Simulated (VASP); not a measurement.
A run of VASP 6.6.1:

File INCAR:

```
SYSTEM = LiH17O9
PREC     = Accurate       ! precision mode
ENCUT    = 520            ! plane-wave cutoff, eV
EDIFF    = 1E-6           ! SCF threshold, eV
ISMEAR   = -1             ! smearing method
SIGMA    = 0.02           ! smearing width, eV
LREAL    = Auto         
LASPH    = .True.         ! aspherical terms in the spheres
NELM     = 80             ! most SCF steps
ALGO     = Normal         ! electronic algorithm
ISIF     = 2              ! what is computed and relaxed
LWAVE    = .False.        ! write WAVECAR
LCHARG   = .True.         ! write CHGCAR
GGA      = PE             ! functional
LELF     = .True.         ! ELF
LVHAR    = .True.       
NBANDS   = 56             ! bands
```

The input KPOINTS:

```
Automatic mesh
0
Gamma
  1 1 1
  0 0 0
```

POSCAR

```
LiH17O9
1.0
    7.1738770000      0.0000000000      0.0000000000
    0.0000000000      7.1738770000      0.0000000000
    0.0000000000      0.0000000000      7.1738770000
O H Li
9 17 1
Direct
    0.1641232488      0.0796919155      0.0743809798
    0.3693539769      0.7739329793      0.6473626464
    0.7043611146      0.2515097485      0.4402361512
    0.6003169555      0.0904950001      0.7945355071
    0.7941730810      0.6132109597      0.2946802684
    0.7732360061      0.0250631562      0.1524140991
    0.1895488311      0.5536755091      0.3878098272
    0.4041468790      0.5837289934      0.0857555824
    0.3216113128      0.3158264353      0.8233344397
    0.2199647415      0.1792057489     -0.0078757971
    0.1594674679      0.1447195150      0.1855203260
    0.4523216665      0.8790783561      0.6722724686
    0.3052185032      0.8104543749      0.5350523852
    0.7867015283      0.3567108831      0.4384658393
    0.7078181017      0.1893676181      0.3187119043
    0.4936939956      0.1886148870      0.8069834484
    0.6818210014      0.1344740090      0.6904774085
    0.8235714105      0.7476989081      0.2663692171
    0.6625009043      0.5906290281      0.2736595568
    0.9137736819      0.0551027011      0.1391716083
    0.7148714705      0.0618354622      0.0311825809
    0.0517711692      0.5526997466      0.3612412089
    0.2570158368      0.5868932517      0.2750395637
    0.4002717080      0.7108150865      0.0386541336
    0.3459077985      0.4940703611     -0.0040703235
    0.2425048548      0.2293599402      0.7545710639
    1.3504970883      0.4830721240      0.6251570803
```

Potentials or basis: VASP PAW PBE potentials, release 64 (O, H, Li_sv).

The run is started by

```bash
$ cat potpaw_PBE.64/O/POTCAR potpaw_PBE.64/H/POTCAR potpaw_PBE.64/Li_sv/POTCAR > POTCAR
$ mpirun -np 1 vasp_gam > vasp.out
```

Hardware: 1 thread of AMD EPYC 7R43 64-Core Processor (Zen 3) (shared host).

Q: How long does it take, and how much memory?

A: Run time: 88 s on 1 thread of AMD EPYC 7R43 64-Core Processor (Zen 3), with other jobs on the host, peak memory 0.32 GiB. Counts: scf iterations 16, k points 1.
